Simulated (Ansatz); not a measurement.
Cu:

```xyz
1
Lattice="0.0000 1.8075 1.8075 1.8075 0.0000 1.8075 1.8075 1.8075 0.0000" Properties=species:S:1:pos:R:3 pbc="T T T"
Cu    0.0000    0.0000    0.0000
```

Base run:

| Property | Result |
| --- | --- |
| Program | Ansatz 0.2.0 |
| Functional | revPBE |
| Potentials or basis | Ansatz PAW |
| Cutoff | 420 eV (not typed: the program's choice for these potentials) |
| k mesh | 13 × 13 × 13 |
| Occupations | fermi-dirac, width 0.05 eV |
| Spin | no spin polarisation |

Its results: band gap on the k mesh none (metal or under the smearing width); pressure 5.2 GPa.

Problem. After a change of settings the same cell gave: band gap on the k mesh none (metal or under the smearing width); pressure 1.7 GPa. Which change was it?
A. functional from revPBE to PBEsol
B. functional from revPBE to PBEsol0; k mesh from 13 × 13 × 13 to 7 × 7 × 7
C. functional from revPBE to LDA
D. functional from revPBE to PBE

Solution. D.

PBE binds more tightly than revPBE, so the same cell stands under less pressure.

Caveats: the PAW data sets come from PBE, with cores solved anew for the run's functional, which leaves a small shift of forces and pressure (some runs).
